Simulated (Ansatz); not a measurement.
# PbF2 (fluorite): equation of state and elastic constants

An exercise on one series of results from a longer session: the logs are not shown, and one member is left open.

Method: DFT PBE, scalar-relativistic, plane waves, PAW, in Ansatz 0.2.0.

1 further run of the same task is left out (set aside as unsound or not needed).

### Starting point

Symmetry: Fm-3m, No. 225, cubic system. Conventional cell: a = 6.001 Å, b = 6.001 Å, c = 6.001 Å, α = 90.00°, β = 90.00°, γ = 90.00°. Around Pb (site symmetry m-3m) lie 8 F at 2.60 Å. F (site symmetry -43m) is surrounded by 4 Pb at 2.60 Å.

Structure file:

```cif
data_structure
_symmetry_space_group_name_H-M 'Fm-3m'
_symmetry_Int_Tables_number 225
_cell_length_a 6.0007
_cell_length_b 6.0007
_cell_length_c 6.0007
_cell_angle_alpha 90.000
_cell_angle_beta 90.000
_cell_angle_gamma 90.000
_cell_volume 216.08
loop_
_atom_site_label
_atom_site_type_symbol
_atom_site_symmetry_multiplicity
_atom_site_Wyckoff_symbol
_atom_site_fract_x
_atom_site_fract_y
_atom_site_fract_z
_atom_site_occupancy
Pb1 Pb 4 a 0.00000 0.00000 0.00000 1
F1 F 8 c 0.25000 0.75000 0.75000 1
```

An earlier run at PBE left this cell at 18.007 Å³/atom and 0.00 GPa (10×10×10 mesh).

Volume factors to run: 0.980, 1.020, 0.960, 1.040, 1.070, 1.100, 0.945.

The first run:

File input.yaml:

```yaml
crystal:
  lattice:
    - [0.0, 2.9802272209, 2.9802272209]
    - [2.9802272209, 0.0, 2.9802272209]
    - [2.9802272209, 2.9802272209, 0.0]
  atoms:
    - { symbol: Pb, position: [0.0, 0.0, 0.0] }
    - { symbol: F, position: [0.25, 0.25, 0.25] }
    - { symbol: F, position: [0.75, 0.75, 0.75] }
basis:
  ecutwfc: 420
  ecutrho_ratio: 4
kpoints:
  mp_grid: { grid: [10, 10, 10] }
hamiltonian:
  xc: pbe
scf:
  occupations: { method: gaussian, width: 0.05 }
output:
  forces: true
  stress: true
  eigenvalues: true
```

Run with:

```bash
> ansatz run input.yaml --threads 4 --pin off --max-ram 7168MiB --backend cpu --events-out ev --progress --plain --runs-dir out
```

Among the steps run: Volume × 0.980; At 1.020 of the relaxed volume; At 0.960 of the relaxed volume; Volume × 1.040; Scaling the volume by 1.070; Scaling the volume by 1.100; At 0.945 of the relaxed volume.

One table of the session follows, with a row left open; its other results are not shown here.

It belongs to the step «The fit». 

| volume (Å³/atom) | energy (meV/atom) | pressure (GPa) | gap (eV) |
| --- | --- | --- | --- |
| 17.016 | 12.64 | 4.31 | 4.43 |
| 17.286 | 6.48 | 3.00 | 4.43 |
| 17.646 | 1.57 | 1.41 | 4.43 |
| 18.007 | 0.00 | 0.00 | 4.43 |
| 18.367 | ? | ? | ? |
| 18.727 | 5.56 | -2.38 | 4.40 |
| 19.267 | 16.06 | -3.83 | 4.37 |
| 19.807 | 31.11 | -5.05 | 4.34 |

Estimate the missing values for volume (Å³/atom) = 18.367.

Worked estimate for «energy (meV/atom)». A straight line through the neighbours (18.007, 0.00) and (18.727, 5.56) gives 0.00 + (5.56 − 0.00) × (18.367 − 18.007) / (18.727 − 18.007) = 2.78; a parabola fitted to 4 rows on both sides gives 1.51.

**Answer.** energy (meV/atom): 1.40; pressure (GPa): -1.26; gap (eV): 4.42. In «energy (meV/atom)» the line misses by +1.38 and the parabola by +0.11.
